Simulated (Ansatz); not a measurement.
Molecular dynamics on a 2×2×2 supercell (16 atoms) of NaI (rocksalt), relaxed with r2SCAN. Forces come from PBEsol in Ansatz 0.2.0: constant energy and volume (NVE), velocities drawn at 1700 K, steps of 2 fs. Classical nuclei, no spin polarisation; a few dozen steps show the first response, not equilibrium.

```yaml
crystal:
  lattice:
    - [0.0, 6.4594410906, 6.4594410906]
    - [6.4594410906, 0.0, 6.4594410906]
    - [6.4594410906, 6.4594410906, 0.0]
  atoms:
    - { symbol: Na, position: [0.0, 0.0, 0.0] }
    - { symbol: I, position: [0.25, 0.25, 0.25] }
    - { symbol: Na, position: [0.0, 0.0, 0.5] }
    - { symbol: I, position: [0.25, 0.25, 0.75] }
    - { symbol: Na, position: [0.0, 0.5, 0.0] }
    - { symbol: I, position: [0.25, 0.75, 0.25] }
    - { symbol: Na, position: [0.0, 0.5, 0.5] }
    - { symbol: I, position: [0.25, 0.75, 0.75] }
    - { symbol: Na, position: [0.5, 0.0, 0.0] }
    - { symbol: I, position: [0.75, 0.25, 0.25] }
    - { symbol: Na, position: [0.5, 0.0, 0.5] }
    - { symbol: I, position: [0.75, 0.25, 0.75] }
    - { symbol: Na, position: [0.5, 0.5, 0.0] }
    - { symbol: I, position: [0.75, 0.75, 0.25] }
    - { symbol: Na, position: [0.5, 0.5, 0.5] }
    - { symbol: I, position: [0.75, 0.75, 0.75] }
kpoints:
  mp_grid: { grid: [2, 2, 2] }
hamiltonian:
  xc: pbesol
scf:
  occupations: { method: fermi_dirac, width: 0.146 }
md:
  ensemble: nve
  temperature: 1700
  timestep: 2.0
  n_steps: 30
  initial_velocities: maxwell_boltzmann
  seed: 9470
```

Command: `ansatz run input.yaml --threads 4 --pin off --max-ram 3686MiB --backend cpu --events-out ev --progress --plain --runs-dir out`. Wall time 5 min on 4 threads of Arm Neoverse N1 (shared host); peak host memory 2 GiB.

| step | t (fs) | T (K) | free energy F from step 0 (meV/atom) | kinetic energy (meV/atom) | largest force (eV/Å) |
| --- | --- | --- | --- | --- | --- |
| 0 | 0 | 1700 | 0.0 | 206.0 | 0.00 |
| 1 | 2 | 1698 | 0.3 | 205.7 | 0.05 |
| 2 | 4 | 1690 | 1.2 | 204.8 | 0.11 |
| 3 | 6 | 1677 | 2.7 | 203.3 | 0.17 |
| 4 | 8 | 1659 | 4.9 | 201.1 | 0.23 |
| 5 | 10 | 1636 | 7.7 | 198.3 | 0.29 |
| 6 | 12 | 1608 | 11.1 | 194.9 | 0.36 |
| 7 | 14 | 1574 | 15.2 | 190.8 | 0.43 |
| 8 | 16 | 1536 | 19.9 | 186.1 | 0.50 |
| 9 | 18 | 1491 | 25.3 | 180.7 | 0.58 |
| 10 | 20 | 1442 | 31.2 | 174.8 | 0.66 |
| 11 | 22 | 1389 | 37.7 | 168.3 | 0.76 |
| 12 | 24 | 1331 | 44.8 | 161.2 | 0.86 |
| 13 | 26 | 1268 | 52.3 | 153.7 | 0.97 |
| 14 | 28 | 1203 | 60.2 | 145.8 | 1.08 |
| 15 | 30 | 1135 | 68.5 | 137.6 | 1.19 |
| 16 | 32 | 1065 | 76.9 | 129.1 | 1.30 |
| 17 | 34 | 995 | 85.5 | 120.6 | 1.41 |
| 18 | 36 | 925 | 94.0 | 112.1 | 1.52 |
| 19 | 38 | 856 | 102.3 | 103.8 | 1.61 |
| 20 | 40 | 790 | 110.3 | 95.7 | 1.70 |
| 21 | 42 | 728 | 117.9 | 88.2 | 1.77 |
| 22 | 44 | 670 | 124.8 | 81.2 | 1.83 |
| 23 | 46 | 619 | 131.1 | 75.0 | 1.88 |
| 24 | 48 | 574 | 136.5 | 69.6 | 1.90 |
| 25 | 50 | 537 | 141.0 | 65.1 | 1.91 |
| 26 | 52 | 507 | 144.6 | 61.5 | 1.90 |
| 27 | 54 | 486 | 147.2 | 58.9 | 1.88 |
| 28 | 56 | 473 | 148.8 | 57.3 | 1.84 |
| 29 | 58 | 468 | 149.4 | 56.7 | 1.78 |
| 30 | 60 | 470 | 149.1 | 57.0 | 1.72 |

The temperature starts at 1700 K, is lowest at step 29 (468 K, 58 fs) and ends at 470 K. The atoms start on their lattice sites with kinetic energy alone, so much of it first passes into potential energy. The conserved energy stays within 0.09 meV an atom. By the last step the atoms have moved 0.46 Å in the root mean square, the drift of the whole cell taken out, 0.89 Å at most.

Positions (Å) and forces (eV/Å) at step 30:
```
Na  -0.397  -0.500   0.621     0.137   1.105  -0.926
I    3.303   3.455   3.359    -0.053  -0.318  -1.629
Na   3.094   3.236   0.110     0.087  -0.249  -0.007
I    6.517   6.521   3.192     0.055   0.265   1.197
Na   3.180  -0.420   3.425    -0.008   0.480  -0.759
I    6.371   2.954   6.375     0.102   0.293  -0.143
Na   6.844   3.053   3.035    -0.816   0.026   0.726
I    9.744   6.486   6.200     0.169   0.073   0.438
Na  -0.109   3.361   2.842     0.124  -0.259   0.323
I    3.022   6.464   6.362     0.117   1.370   0.370
Na   3.147   6.622   2.826     0.205  -0.198   0.487
I    6.577   9.859   6.742    -0.032  -1.440  -0.938
Na   3.238   3.881   5.938     0.102  -1.004   1.166
I    6.491   6.352   9.885    -0.096   0.059  -0.035
Na   7.048   6.311   6.980    -0.868   0.003  -0.365
I    9.614   9.637   9.571     0.774  -0.207   0.095
```
